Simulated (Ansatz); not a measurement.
**MgO: energy along a strain**

MgO, Fm-3m, a = 4.270 Å (as given, not relaxed at this level: -11.6 GPa). Ansatz: LDA, PAW, 420 eV, Γ-centred 10×10×10 mesh on 2 atoms, Gaussian smearing 0.05 eV; no spin polarisation. Cell vectors (Å): 0.000 2.135 2.135; 2.135 0.000 2.135; 2.135 2.135 0.000. The cell is strained by x per cent times the pattern (0 0 0 0 0 1) in the order xx yy zz yz xz xy (engineering shears), with fractional coordinates held. y is the free energy over the start, V0 = 9.734 Å³/atom. Symmetry makes y even in x. Points with a strain past 8.5 % were computed too (2) and aren't used here.

```tsv
x (%)	y (meV/atom)
-5.00	10.18
0.00	0.00
1.25	0.62
2.50	2.54
3.75	5.71
6.25	?
7.50	22.99
```

Fit y = c2 x² + c4 x⁴ to the other rows, get the stiffness along the pattern, and predict the missing energy.

Least squares on the rows shown. y = 0.40566 x² + 5.4511×10⁻⁵ x⁴. The clamped-ion stiffness p·C·p = 2 × 4.057 eV × 160.2 / 9.734 Å³ = 134 GPa, which is C66 in these axes (C44 of the cubic crystal) (second derivative at the start, which stands under stress). At x = 6.25 the fit asked for gives 15.93 meV/atom. The run gave 15.94 meV/atom, so the fit is 0.01 meV/atom too low, within twice the rms miss on the fitted rows (0.007 meV/atom).